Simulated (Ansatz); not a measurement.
α-phase Li3N, treated with PBE-D4 (Ansatz, a quantum-chemistry and plane-wave program, PAW).

Run with plane-wave cutoff 500 eV, 12×12×8 k mesh (along the axes of the cell as run), gaussian smearing 0.02 eV, scalar-relativistic PAW data made under PBE.

Cell (relaxed at this level):

```cif
data_Li3N
_chemical_formula_sum 'Li3 N1'
_space_group_name_H-M_alt 'P 1'
_space_group_IT_number 1
_cell_length_a 3.60898
_cell_length_b 3.60898
_cell_length_c 3.83702
_cell_angle_alpha 90.000
_cell_angle_beta 90.000
_cell_angle_gamma 120.000
loop_
_space_group_symop_operation_xyz
  'x, y, z'
loop_
_atom_site_label
_atom_site_type_symbol
_atom_site_fract_x
_atom_site_fract_y
_atom_site_fract_z
_atom_site_occupancy
Li1 Li 0.33333 0.66667 0.00000 1
Li2 Li 0.66667 0.33333 0.00000 1
Li3 Li 0.00000 0.00000 0.50000 1
N1 N 0.00000 0.00000 0.00000 1
```

### Question
What does this level give for the band gap?

### Answer

* **band gap**: 1.12 eV (on the SCF k mesh)

Measured, for comparison: band gap 2.15 eV (4 K, zero-point motion not removed, indirect, optical absorption, E parallel c; as tabulated in Brendecke and Bludau (1979), doi:10.1063/1.326533). Computed (rounded) less measured: band gap -1.03 eV.

It cost very roughly 22 core-seconds of CPU time.
